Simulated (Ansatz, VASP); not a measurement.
Ni in VASP and in Ansatz

Contents of INCAR:

```
ALGO = Normal
EDIFF = 1E-6
ENCUT = 520
GGA = CA
ISIF = 2
ISMEAR = -1
ISPIN = 2
LASPH = True
LCHARG = False
LMAXMIX = 4
LORBIT = 11
LREAL = False
LWAVE = False
MAGMOM = 1.5
NBANDS = 15
NELM = 150
PREC = Accurate
SIGMA = 0.1
```

The input KPOINTS:

```
k-points
0
Gamma
  16 16 16
```

Contents of POSCAR:

```
Ni
1.0
    0.0000000000      1.8979869428      1.8979869428
    1.8979869428      0.0000000000      1.8979869428
    1.8979869428      1.8979869428      0.0000000000
Ni
1
Direct
    0.0000000000      0.0000000000      0.0000000000
```

Input for Ansatz:

```yaml
crystal:
  lattice:
    - [0.0, 1.8979869428, 1.8979869428]
    - [1.8979869428, 0.0, 1.8979869428]
    - [1.8979869428, 1.8979869428, 0.0]
  atoms:
    - { symbol: Ni, position: [0.0, 0.0, 0.0], spin: 1.5 }
magnetization:
  spin_polarized: true
kpoints:
  mp_grid: { grid: [16, 16, 16] }
scf:
  occupations: { method: fermi_dirac, width: 0.1 }
hamiltonian:
  xc: lda
  pseudopotentials: { kind: paw }
output:
  forces: true
  stress: true
  eigenvalues: true
  populations: true
```

Change from the starting cell: volume scaled by 1.25, PAW files.

Alike in both runs: task single point; functional LDA; k mesh 16 × 16 × 16; occupations fermi-dirac, width 0.1 eV; collinear spin.

```csv
,VASP,Ansatz
version,VASP 6.6.1,Ansatz 0.2.0
potentials or method,"VASP PAW LDA potentials, release 64 (Ni)","PAW with Ansatz's default frozen-core files, scalar-relativistic"
plane-wave cutoff (eV),520,420
valence electrons in the cell,10,18
```

Ansatz gave:

```
pressure (GPa)                                                : -36.5
net moment per atom (μB)                                      : 0.68
size of the moment on the site where the two differ most (μB) : 0.71
```

Problem. Which values does VASP return?

Solution. Pressure (GPa): -36.0; net moment per atom (μB): 0.64; size of the moment on the site where the two differ most (μB): 0.66.

Site moments also hang on the region over which each program counts them. The two sets of potentials don't hold the same shells in valence.

Caveats: the cell as given lies far from equilibrium; so large a pressure means that the cell lies far from this level's equilibrium, or that cutoff or potentials fall short (VASP).
